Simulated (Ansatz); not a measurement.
# Gallium, alpha-Ga (Cmce) under PBE: testing the Methfessel-Paxton smearing

Aim: find which Methfessel-Paxton smearing width is enough for energy and pressure. The geometry was relaxed under PBE beforehand and stays fixed; 7 values are run, from 0.01 to 1.0 eV. Wanted are the values from which on the energy stays within 10 and 1 meV/atom, and the pressure within 0.5 GPa, of the narrowest run. Within the series other settings stay, but some runs also write fields, which adds to their time. Spin polarisation is left out.

Computed with Ansatz 0.2.0 (DFT PBE, plane waves with PAW, scalar-relativistic, unless a step says otherwise).

## 1. The system as given

Symmetry: Cmce, No. 64, orthorhombic system. Conventional cell: a = 4.622 Å, b = 7.746 Å, c = 4.546 Å, α = 90.00°, β = 90.00°, γ = 90.00°. Around Ga (site symmetry m) lie 7 Ga at 2.53 to 2.84 Å.

As a file:

```
Ga
1.0
     2.31080   -3.87292    0.00000
     2.31080    3.87292    0.00000
     0.00000    0.00000    4.54631
Ga
4
Direct
  0.84421 0.15579 0.08394
  0.65579 0.34421 0.58394
  0.15579 0.84421 0.91606
  0.34421 0.65579 0.41606
```

## 2. Run at 0.01 eV

The run at 0.01 eV.

File input.yaml:

```yaml
crystal:
  lattice:
    - [2.3107968683, -3.8729233244, 0.0]
    - [2.3107968683, 3.8729233244, 0.0]
    - [0.0, 0.0, 4.546311146]
  atoms:
    - { symbol: Ga, position: [0.8442122196, 0.1557877804, 0.0839449706] }
    - { symbol: Ga, position: [0.6557877804, 0.3442122196, 0.5839449706] }
    - { symbol: Ga, position: [0.1557877804, 0.8442122196, 0.9160550294] }
    - { symbol: Ga, position: [0.3442122196, 0.6557877804, 0.4160550294] }
hamiltonian:
  xc: pbe
  pseudopotentials:
    kind: paw
    azcp:
      Ga: "pseudopotentials/Ga.paw.azcp"
basis:
  ecutwfc: 420
  fft_grid_basis: typed
kpoints:
  mp_grid: { grid: [8, 8, 7], shift: [0, 0, 0] }
magnetization:
  spin_polarized: false
scf:
  occupations: { method: methfessel_paxton, width: 0.01 }
  lower_state_search: "off"
output:
  stress: true
```

Launch:

```sh
> ansatz run input.yaml --threads 1 --pin off --max-ram 3584MiB --backend cpu --events-out ev --progress --plain --runs-dir out
```

Log, cut to the lines that bear on the results:

```text
[...]
Pseudopotentials: kind: paw
Pseudopotential: Ga, paw, valence charge 13, recommended cutoff 420 eV (normal), <dir>
Functional definition: PBE
[...]
Crystal: 4 atoms, lattice volume = 81.375 Å³
Basis set: ecut = 420 eV, 1589 PW (Γ)
Bands: 30, of which v1, the nominal top of the filled ones, is band 26 counted from 1 (25 counted from 0)
Symmetry: 8 space group operations
Space group: Cmce (ITA 64), of the structure as read, at distance tolerance 4.3e-5 Å
k-points: 84 of 448
[...]
SCF iter   1: F=—  HF=-15132.077467 eV  |F-HF|=—  |Δ(HF+E_count)|=         —  Δρ=1.31e-3  dr2=1.71e-3  ethr=1.77e-3  ⟨swp⟩=6.2  Hψ=9152  notcnv=0
[...]
SCF iter   6: F=-15132.075553 eV  HF=-15132.075553 eV  |F-HF|=1.34e-8  |Δ(HF+E_count)|=   3.86e-7  S|Δr|=    0.00e0  Δρ=5.37e-6  dr2=2.93e-8  ethr=1.92e-10  ⟨swp⟩=4.3  Hψ=9447  notcnv=0
[...]
SCF converged after 6 iterations
Stability not checked: this state was not tested for a lower state beside it, because cold or Methfessel-Paxton smearing, or corrected tetrahedra, fill the levels in a way that the test cannot read (fill_not_monotonic; see scf.lower_state_search)
Free energy (F): -15132.075553 eV
[...]
E sigma→0 (E₀):  -15132.075553 eV
Entropy (-TS):   0.000000 eV (0.000 meV/atom)
Fermi energy:    8.576437 eV
Step filling:    the computed levels leave a gap of 0.0571 eV = 5.7 smearing widths at the electron count; against every level under it full and every level over it empty, smearing changes F+E_penalty+E_count by +1.85e-5 meV and its σ→0 estimate by -6.04e-5 meV
[...]
--- Stress (GPa, compression-positive) ---
       -0.030736       0.000000       0.000000
        0.000000      -0.041666       0.000000
        0.000000       0.000000       0.108279
  P = ⅓ Tr σ = 0.0120 GPa (0.120 kbar)
```

Run time: 12 s. Hardware: 1 thread of Intel Xeon Platinum 8259CL at 2.50GHz (Skylake/Cascade Lake), shared host; peak memory 0.6 GiB.

## 3. Run at 0.03 eV

The run at 0.03 eV.

Edit input.yaml of step 2 so:

```diff
@@ -24,3 +24,3 @@
 scf:
-  occupations: { method: methfessel_paxton, width: 0.01 }
+  occupations: { method: methfessel_paxton, width: 0.03 }
   lower_state_search: "off"
```

Launch:

```sh
> ansatz run input.yaml --threads 1 --pin off --max-ram 3584MiB --backend cpu --events-out ev --progress --plain --runs-dir out
```

Log, cut to the lines that bear on the results:

```text
[...]
Pseudopotentials: kind: paw
Pseudopotential: Ga, paw, valence charge 13, recommended cutoff 420 eV (normal), <dir>
Functional definition: PBE
[...]
Crystal: 4 atoms, lattice volume = 81.375 Å³
Basis set: ecut = 420 eV, 1589 PW (Γ)
Bands: 30, of which v1, the nominal top of the filled ones, is band 26 counted from 1 (25 counted from 0)
Symmetry: 8 space group operations
Space group: Cmce (ITA 64), of the structure as read, at distance tolerance 4.3e-5 Å
k-points: 84 of 448
[...]
SCF iter   1: F=—  HF=-15132.077447 eV  |F-HF|=—  |Δ(HF+E_count)|=         —  Δρ=1.31e-3  dr2=1.72e-3  ethr=1.77e-3  ⟨swp⟩=6.0  Hψ=9335  notcnv=0
[...]
SCF iter   6: F=-15132.075474 eV  HF=-15132.075474 eV  |F-HF|=1.57e-8  |Δ(HF+E_count)|=   3.54e-7  S|Δr|=    0.00e0  Δρ=5.43e-6  dr2=3.01e-8  ethr=1.92e-10  ⟨swp⟩=4.3  Hψ=9448  notcnv=0
[...]
SCF converged after 6 iterations
Stability not checked: this state was not tested for a lower state beside it, because cold or Methfessel-Paxton smearing, or corrected tetrahedra, fill the levels in a way that the test cannot read (fill_not_monotonic; see scf.lower_state_search)
Free energy (F): -15132.075474 eV
[...]
E sigma→0 (E₀):  -15132.075510 eV
Entropy (-TS):   0.000145 eV (0.036 meV/atom)
Fermi energy:    8.568586 eV
Step filling:    the computed levels leave a gap of 0.0571 eV = 1.9 smearing widths at the electron count; against every level under it full and every level over it empty, smearing changes F+E_penalty+E_count by +0.079 meV and its σ→0 estimate by +0.043 meV
[...]
--- Stress (GPa, compression-positive) ---
       -0.012103       0.000000       0.000000
        0.000000      -0.035446       0.000000
        0.000000       0.000000       0.091405
  P = ⅓ Tr σ = 0.0146 GPa (0.146 kbar)
```

It took 10 s on 1 thread of Intel Xeon Platinum 8259CL at 2.50GHz (Skylake/Cascade Lake), shared host; peak memory 0.6 GiB.

## 4. Run at 0.1 eV

The run at 0.1 eV.

Edit input.yaml of step 3 so:

```diff
@@ -24,3 +24,3 @@
 scf:
-  occupations: { method: methfessel_paxton, width: 0.03 }
+  occupations: { method: methfessel_paxton, width: 0.1 }
   lower_state_search: "off"
```

Launch:

```sh
> ansatz run input.yaml --threads 1 --pin off --max-ram 3584MiB --backend cpu --events-out ev --progress --plain --runs-dir out
```

Log, cut to the lines that bear on the results:

```text
[...]
Pseudopotentials: kind: paw
Pseudopotential: Ga, paw, valence charge 13, recommended cutoff 420 eV (normal), <dir>
Functional definition: PBE
[...]
Crystal: 4 atoms, lattice volume = 81.375 Å³
Basis set: ecut = 420 eV, 1589 PW (Γ)
Bands: 30, of which v1, the nominal top of the filled ones, is band 26 counted from 1 (25 counted from 0)
Symmetry: 8 space group operations
Space group: Cmce (ITA 64), of the structure as read, at distance tolerance 4.3e-5 Å
k-points: 84 of 448
[...]
SCF iter   1: F=—  HF=-15132.077051 eV  |F-HF|=—  |Δ(HF+E_count)|=         —  Δρ=1.30e-3  dr2=1.67e-3  ethr=1.77e-3  ⟨swp⟩=5.6  Hψ=9317  notcnv=0
[...]
SCF iter   7: F=-15132.075051 eV  HF=-15132.075051 eV  |F-HF|=1.75e-8  |Δ(HF+E_count)|=   7.23e-8  S|Δr|=    0.00e0  Δρ=6.67e-6  dr2=3.88e-8  ethr=1.92e-10  ⟨swp⟩=4.0  Hψ=8937  notcnv=0
[...]
SCF converged after 7 iterations
Stability not checked: this state was not tested for a lower state beside it, because cold or Methfessel-Paxton smearing, or corrected tetrahedra, fill the levels in a way that the test cannot read (fill_not_monotonic; see scf.lower_state_search)
Free energy (F): -15132.075051 eV
[...]
E sigma→0 (E₀):  -15132.075187 eV
Entropy (-TS):   0.000544 eV (0.136 meV/atom)
Fermi energy:    8.597258 eV
Step filling:    the computed levels leave a gap of 0.0572 eV = 0.6 smearing widths at the electron count; against every level under it full and every level over it empty, smearing changes F+E_penalty+E_count by +0.503 meV and its σ→0 estimate by +0.367 meV
[...]
--- Stress (GPa, compression-positive) ---
       -0.018422       0.000000       0.000000
        0.000000      -0.003963       0.000000
        0.000000       0.000000       0.009321
  P = ⅓ Tr σ = -0.0044 GPa (-0.044 kbar)
```

It took 12 s on 1 thread of Intel Xeon Platinum 8259CL at 2.50GHz (Skylake/Cascade Lake), shared host; peak memory 0.61 GiB.

## 5. Run at 0.2 eV

The run at 0.2 eV.

Edit input.yaml of step 4 so:

```diff
@@ -24,3 +24,3 @@
 scf:
-  occupations: { method: methfessel_paxton, width: 0.1 }
+  occupations: { method: methfessel_paxton, width: 0.2 }
   lower_state_search: "off"
```

Launch:

```sh
> ansatz run input.yaml --threads 1 --pin off --max-ram 3584MiB --backend cpu --events-out ev --progress --plain --runs-dir out
```

Log, cut to the lines that bear on the results:

```text
[...]
Pseudopotentials: kind: paw
Pseudopotential: Ga, paw, valence charge 13, recommended cutoff 420 eV (normal), <dir>
Functional definition: PBE
[...]
Crystal: 4 atoms, lattice volume = 81.375 Å³
Basis set: ecut = 420 eV, 1589 PW (Γ)
Bands: 30, of which v1, the nominal top of the filled ones, is band 26 counted from 1 (25 counted from 0)
Symmetry: 8 space group operations
Space group: Cmce (ITA 64), of the structure as read, at distance tolerance 4.3e-5 Å
k-points: 84 of 448
[...]
SCF iter   1: F=—  HF=-15132.076887 eV  |F-HF|=—  |Δ(HF+E_count)|=         —  Δρ=1.31e-3  dr2=1.77e-3  ethr=1.77e-3  ⟨swp⟩=5.2  Hψ=8699  notcnv=0
[...]
SCF iter   7: F=-15132.074931 eV  HF=-15132.074931 eV  |F-HF|=3.47e-9  |Δ(HF+E_count)|=   6.46e-8  S|Δr|=    0.00e0  Δρ=5.22e-6  dr2=3.08e-8  ethr=1.92e-10  ⟨swp⟩=4.0  Hψ=9350  notcnv=0
[...]
SCF converged after 7 iterations
Stability not checked: this state was not tested for a lower state beside it, because cold or Methfessel-Paxton smearing, or corrected tetrahedra, fill the levels in a way that the test cannot read (fill_not_monotonic; see scf.lower_state_search)
Free energy (F): -15132.074931 eV
[...]
E sigma→0 (E₀):  -15132.074948 eV
Entropy (-TS):   0.000067 eV (0.017 meV/atom)
Fermi energy:    8.593350 eV
Step filling:    the computed levels leave a gap of 0.0575 eV = 0.3 smearing widths at the electron count; against every level under it full and every level over it empty, smearing changes F+E_penalty+E_count by +0.624 meV and its σ→0 estimate by +0.607 meV
[...]
--- Stress (GPa, compression-positive) ---
       -0.015241       0.000000       0.000000
        0.000000      -0.003421       0.000000
        0.000000       0.000000      -0.061012
  P = ⅓ Tr σ = -0.0266 GPa (-0.266 kbar)
```

It took 13 s on 1 thread of Intel Xeon Platinum 8259CL at 2.50GHz (Skylake/Cascade Lake), shared host; peak memory 0.61 GiB.

## 6. Run at 0.3 eV

The run at 0.3 eV.

Edit input.yaml of step 5 so:

```diff
@@ -24,3 +24,3 @@
 scf:
-  occupations: { method: methfessel_paxton, width: 0.2 }
+  occupations: { method: methfessel_paxton, width: 0.3 }
   lower_state_search: "off"
```

Launch:

```sh
> ansatz run input.yaml --threads 1 --pin off --max-ram 3584MiB --backend cpu --events-out ev --progress --plain --runs-dir out
```

Log, cut to the lines that bear on the results:

```text
[...]
Pseudopotentials: kind: paw
Pseudopotential: Ga, paw, valence charge 13, recommended cutoff 420 eV (normal), <dir>
Functional definition: PBE
[...]
Crystal: 4 atoms, lattice volume = 81.375 Å³
Basis set: ecut = 420 eV, 1589 PW (Γ)
Bands: 30, of which v1, the nominal top of the filled ones, is band 26 counted from 1 (25 counted from 0)
Symmetry: 8 space group operations
Space group: Cmce (ITA 64), of the structure as read, at distance tolerance 4.3e-5 Å
k-points: 84 of 448
[...]
SCF iter   1: F=—  HF=-15132.076554 eV  |F-HF|=—  |Δ(HF+E_count)|=         —  Δρ=1.32e-3  dr2=1.84e-3  ethr=1.77e-3  ⟨swp⟩=5.1  Hψ=8593  notcnv=0
[...]
SCF iter   7: F=-15132.074573 eV  HF=-15132.074573 eV  |F-HF|=1.58e-9  |Δ(HF+E_count)|=   6.73e-8  S|Δr|=    0.00e0  Δρ=5.29e-6  dr2=3.21e-8  ethr=1.92e-10  ⟨swp⟩=4.0  Hψ=9407  notcnv=0
[...]
SCF converged after 7 iterations
Stability not checked: this state was not tested for a lower state beside it, because cold or Methfessel-Paxton smearing, or corrected tetrahedra, fill the levels in a way that the test cannot read (fill_not_monotonic; see scf.lower_state_search)
Free energy (F): -15132.074573 eV
[...]
E sigma→0 (E₀):  -15132.075089 eV
Entropy (-TS):   0.002064 eV (0.516 meV/atom)
Fermi energy:    8.579835 eV
Step filling:    the computed levels leave a gap of 0.0577 eV = 0.2 smearing widths at the electron count; against every level under it full and every level over it empty, smearing changes F+E_penalty+E_count by +0.987 meV and its σ→0 estimate by +0.471 meV
[...]
--- Stress (GPa, compression-positive) ---
       -0.094167       0.000000       0.000000
        0.000000      -0.017347       0.000000
        0.000000       0.000000      -0.077312
  P = ⅓ Tr σ = -0.0629 GPa (-0.629 kbar)
```

It took 14 s on 1 thread of Intel Xeon Platinum 8259CL at 2.50GHz (Skylake/Cascade Lake), shared host; peak memory 0.6 GiB.

## 7. Run at 0.6 eV

The run at 0.6 eV.

Edit input.yaml of step 6 so:

```diff
@@ -24,3 +24,3 @@
 scf:
-  occupations: { method: methfessel_paxton, width: 0.3 }
+  occupations: { method: methfessel_paxton, width: 0.6 }
   lower_state_search: "off"
```

Launch:

```sh
> ansatz run input.yaml --threads 1 --pin off --max-ram 3584MiB --backend cpu --events-out ev --progress --plain --runs-dir out
```

Log, cut to the lines that bear on the results:

```text
band count auto-derived: 31 (N_el = 52.0; filled up to band 26; 30 by the electrons, moments and atoms)
[...]
Pseudopotentials: kind: paw
Pseudopotential: Ga, paw, valence charge 13, recommended cutoff 420 eV (normal), <dir>
Functional definition: PBE
[...]
Crystal: 4 atoms, lattice volume = 81.375 Å³
Basis set: ecut = 420 eV, 1589 PW (Γ)
Bands: 31, of which v1, the nominal top of the filled ones, is band 26 counted from 1 (25 counted from 0)
Symmetry: 8 space group operations
Space group: Cmce (ITA 64), of the structure as read, at distance tolerance 4.3e-5 Å
k-points: 84 of 448
[...]
SCF iter   1: F=—  HF=-15132.068589 eV  |F-HF|=—  |Δ(HF+E_count)|=         —  Δρ=1.30e-3  dr2=1.52e-3  ethr=1.77e-3  ⟨swp⟩=5.0  Hψ=9095  notcnv=0
[...]
SCF iter   7: F=-15132.066673 eV  HF=-15132.066673 eV  |F-HF|=1.45e-8  |Δ(HF+E_count)|=   4.67e-8  S|Δr|=    0.00e0  Δρ=6.10e-6  dr2=2.52e-8  ethr=1.92e-10  ⟨swp⟩=4.1  Hψ=9602  notcnv=0
[...]
SCF converged after 7 iterations
Stability not checked: this state was not tested for a lower state beside it, because cold or Methfessel-Paxton smearing, or corrected tetrahedra, fill the levels in a way that the test cannot read (fill_not_monotonic; see scf.lower_state_search)
Free energy (F): -15132.066673 eV
[...]
E sigma→0 (E₀):  -15132.074854 eV
Entropy (-TS):   0.032723 eV (8.181 meV/atom)
Fermi energy:    8.564443 eV
Step filling:    the computed levels leave a gap of 0.0574 eV = 0.1 smearing widths at the electron count; against every level under it full and every level over it empty, smearing changes F+E_penalty+E_count by +8.885 meV and its σ→0 estimate by +0.704 meV
[...]
--- Stress (GPa, compression-positive) ---
       -0.132839       0.000000       0.000000
        0.000000      -0.269455       0.000000
        0.000000       0.000000      -0.103200
  P = ⅓ Tr σ = -0.1685 GPa (-1.685 kbar)
```

Wall time 14 s (1 thread of Intel Xeon Platinum 8259CL at 2.50GHz (Skylake/Cascade Lake), shared host); peak memory 0.62 GiB.

## 8. Run at 1.0 eV

The run at 1.0 eV.

Edit input.yaml of step 7 so:

```diff
@@ -24,3 +24,3 @@
 scf:
-  occupations: { method: methfessel_paxton, width: 0.6 }
+  occupations: { method: methfessel_paxton, width: 1.0 }
   lower_state_search: "off"
@@ -28 +28,5 @@
   stress: true
+  write_density: true
+  write_potential: true
+  elf: true
+  volumetric_format: npy
```

Launch:

```sh
> ansatz run input.yaml --threads 1 --pin off --max-ram 3584MiB --backend cpu --events-out ev --progress --plain --runs-dir out
```

Log, cut to the lines that bear on the results:

```text
band count auto-derived: 36 (N_el = 52.0; filled up to band 26; 32 by the electrons, moments and atoms)
[...]
Pseudopotentials: kind: paw
Pseudopotential: Ga, paw, valence charge 13, recommended cutoff 420 eV (normal), <dir>
Functional definition: PBE
[...]
Crystal: 4 atoms, lattice volume = 81.375 Å³
Basis set: ecut = 420 eV, 1589 PW (Γ)
Bands: 36, of which v1, the nominal top of the filled ones, is band 26 counted from 1 (25 counted from 0)
Symmetry: 8 space group operations
Space group: Cmce (ITA 64), of the structure as read, at distance tolerance 4.3e-5 Å
k-points: 84 of 448
[...]
SCF iter   1: F=—  HF=-15132.034019 eV  |F-HF|=—  |Δ(HF+E_count)|=         —  Δρ=1.35e-3  dr2=1.21e-3  ethr=1.77e-3  ⟨swp⟩=5.0  Hψ=10780  notcnv=0
[...]
SCF iter   7: F=-15132.032507 eV  HF=-15132.032507 eV  |F-HF|=4.06e-8  |Δ(HF+E_count)|=   2.68e-9  S|Δr|=    0.00e0  Δρ=1.24e-5  dr2=6.85e-8  ethr=1.92e-10  ⟨swp⟩=10.5  Hψ=21509  notcnv=0
[...]
SCF converged after 7 iterations
Stability not checked: this state was not tested for a lower state beside it, because cold or Methfessel-Paxton smearing, or corrected tetrahedra, fill the levels in a way that the test cannot read (fill_not_monotonic; see scf.lower_state_search)
Free energy (F): -15132.032507 eV
[...]
E sigma→0 (E₀):  -15132.058300 eV
Entropy (-TS):   0.103174 eV (25.793 meV/atom)
Fermi energy:    8.572987 eV
Step filling:    the computed levels leave a gap of 0.0563 eV = 0.1 smearing widths at the electron count; against every level under it full and every level over it empty, smearing changes F+E_penalty+E_count by +43.093 meV and its σ→0 estimate by +17.300 meV
[...]
--- Stress (GPa, compression-positive) ---
        0.007168       0.000000       0.000000
        0.000000      -0.439725       0.000000
        0.000000       0.000000      -0.126559
  P = ⅓ Tr σ = -0.1864 GPa (-1.864 kbar)
--- Band table (eV; the first three rows and the last of 84) ---
[...]
```

It took 18 s on 1 thread of Intel Xeon Platinum 8259CL at 2.50GHz (Skylake/Cascade Lake), shared host; peak memory 0.63 GiB.

## 9. All values side by side

Differences are taken from the run at 0.01 eV.

| smearing (eV) | F (meV/atom) | E(σ → 0) (meV/atom) | P (GPa) | SCF cycles | CPU time |
| --- | --- | --- | --- | --- | --- |
| 0.01 | 0.00 | 0.00 | 0.01 | 6 | 12 s |
| 0.03 | 0.02 | 0.01 | 0.01 | 6 | 10 s |
| 0.1 | 0.13 | 0.09 | 0.00 | 7 | 12 s |
| 0.2 | 0.16 | 0.15 | -0.03 | 7 | 13 s |
| 0.3 | 0.25 | 0.12 | -0.06 | 7 | 14 s |
| 0.6 | 2.22 | 0.17 | -0.17 | 7 | 14 s |
| 1.0 | 10.76 | 4.31 | -0.19 | 7 | 18 s |

## 10. What came out

| quantity | value |
| --- | --- |
| E(σ → 0) stays within 10 meV/atom of 0.01 eV | up to 1.0 eV |
| E(σ → 0) stays within 1 meV/atom | up to 0.6 eV |
| pressure stays within 0.5 GPa | up to 1.0 eV |
| pressure at 0.01 eV | 0.01 GPa |
| energy of a separate run on a finer mesh (11×11×9) | -1.2 meV/atom from 0.01 eV |

At 1.0 eV the energy differs by +4.3 meV/atom and the pressure by -0.2 GPa. Over the range F shifts by +10.8 meV/atom, while E(σ → 0) shifts by +4.3. This scheme cancels the term in the square of the width, so F moves little up to 0.2 eV. The mesh (8×8×7) is fixed, so the narrowest widths carry a k-point error of their own. The yardstick itself is unsettled by 1.2 meV/atom against the finer mesh, so the thresholds above hold only within this series, and wider smearing, which averages over more states, can land nearer the fine-mesh value than the narrowest does. The cell taken over is 4 % larger than the measured one (19.59 Å³/atom, COD).
